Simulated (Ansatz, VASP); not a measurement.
**Two plane-wave programs on CsPbBr3**

```
CELL_PARAMETERS angstrom
6.21203 1.55301 1.55301
1.55301 6.21203 1.55301
1.55301 1.55301 6.21203
ATOMIC_POSITIONS crystal
Cs 0.00000 0.00000 0.00000
Pb 0.50000 0.50000 0.50000
Br 0.00000 0.50000 0.50000
Br 0.50000 0.00000 0.50000
Br 0.50000 0.50000 0.00000
```

Alike in both runs: task single point; functional PBEsol; k mesh 6 × 6 × 6; occupations gaussian, width 0.05 eV; no spin polarisation.

```csv
,VASP,Ansatz
version,VASP 6.6.1,Ansatz 0.2.0
potentials or method,"VASP PAW PBE potentials, release 64 (Cs_sv, Pb_d, Br)","scalar-relativistic, plane waves, PAW"
plane-wave cutoff (eV),520,420
valence electrons in the cell,44,44
```

VASP gave:

```
pressure (GPa)                                  : 1.8
largest component of the traceless stress (GPa) : 4.91
```

Estimate Ansatz's values.

pressure (GPa): 1.8; largest component of the traceless stress (GPa): 4.88.

Caveats: the PAW data sets were made with another functional, which shifts forces and pressure a little (VASP). Spin-orbit coupling is left out, which matters for the levels of Cs, Pb.
